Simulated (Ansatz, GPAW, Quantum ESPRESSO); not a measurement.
**One calculation of TaN, 4 ways**

```
Ta N
1.0
     0.00000    2.21132    2.21132
     2.21132    0.00000    2.21132
     2.21132    2.21132    0.00000
Ta N
1 1
Cartesian
  2.2113 2.2113 2.2113
  0.0000 0.0000 0.0000
```

The cell comes from a database or a generator and needn't be the stable form of this composition.

Alike in all runs: task band structure; functional PBEsol; k mesh 10 × 10 × 10; occupations fermi-dirac, width 0.05 eV; no spin polarisation; no spin-orbit coupling. Pressure is positive in compression and, in plane waves, holds the error of the finite cutoff, which Ansatz's Pulay term estimates and takes out.

| program and potentials | plane-wave cutoff (eV) | notes | pressure (GPa) |
| --- | --- | --- | --- |
| Ansatz, Ansatz PAW | 420 | potentials made for PBE, which Ansatz adapts in part; Pulay term of +0.50 GPa included | -10.75 |
| Ansatz, all-electron LAPW, scalar-relativistic | - | - | -10.66 |
| Quantum ESPRESSO, PseudoDojo 0.4.1 SR PBEsol standard | 1143 | - | -11.15 |
| GPAW, PAW data sets generated for this functional | 800 | - | -11.09 |

The pressure spans -11.15 (Quantum ESPRESSO, PseudoDojo 0.4.1 SR PBEsol standard) to -10.66 GPa (Ansatz, all-electron LAPW, scalar-relativistic), with all-electron results at -10.66. The cell lies far from this level's equilibrium.

Differences between rows come from potentials, basis sets and numerical settings, since the functional is the same but for its coding. Runs on potential files found faulty are left out.
